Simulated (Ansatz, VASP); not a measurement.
## One calculation of Au, two programs

Contents of INCAR:

```
  PREC = Accurate
  ENCUT = 520
  EDIFF = 1E-6
  ISMEAR = -1
  SIGMA = 0.06
  LREAL = False
  LASPH = True
  NELM = 100
  ALGO = Normal
  ISIF = 2
  LWAVE = False
  LCHARG = True
  GGA = PS
  LELF = True
  LVHAR = True
  NBANDS = 12
```

KPOINTS

```
regular mesh
0
Gamma
  12 12 12
```

Contents of POSCAR:

```
Au
1.0
    0.0000000000      2.0967585000      2.0967585000
    2.0967585000      0.0000000000      2.0967585000
    2.0967585000      2.0967585000      0.0000000000
Au
1
Direct
    0.0000000000      0.0000000000      0.0000000000
```

Input for Ansatz:

```yaml
crystal:
  atoms:
  - position: [0.0, 0.0, 0.0]
    symbol: Au
  lattice:
  - [0.0, 2.0967585, 2.0967585]
  - [2.0967585, 0.0, 2.0967585]
  - [2.0967585, 2.0967585, 0.0]
hamiltonian:
  dispersion: none
  pseudopotentials:
    dirac_shells:
      Au: [2p, 3d, 3p, 4d, 4p]
    kind: all_electron
    lapw: {}
    relativity: scalar
  xc: pbesol
kpoints:
  mp_grid:
    grid: [12, 12, 12]
    shift: [0, 0, 0]
magnetization: {spin_polarized: false}
output: {forces: true, stress: true}
scf:
  occupations: {method: fermi_dirac, width: 0.06}
```

Alike in both runs: task single point; functional PBEsol; k mesh 12 × 12 × 12; occupations fermi-dirac, width 0.06 eV; no spin polarisation.

|  | VASP | Ansatz |
| --- | --- | --- |
| version | VASP 6.6.1 | Ansatz 0.2 development build |
| potentials or method | VASP PAW PBE potentials, release 64 (Au) | all-electron full-potential LAPW, scalar-relativistic |
| plane-wave cutoff (eV) | 520 | see its input |

|  | VASP | Ansatz | Ansatz less VASP |
| --- | --- | --- | --- |
| pressure (GPa) | -11.1 | -10.9 | +0.25 |

Ansatz ran all-electron here, so the differences hold the error of VASP's frozen core and of both bases.

Caveats: the PAW data sets were made with another functional, which shifts forces and pressure a little (VASP). Spin-orbit coupling is left out, which matters for the levels of Au.
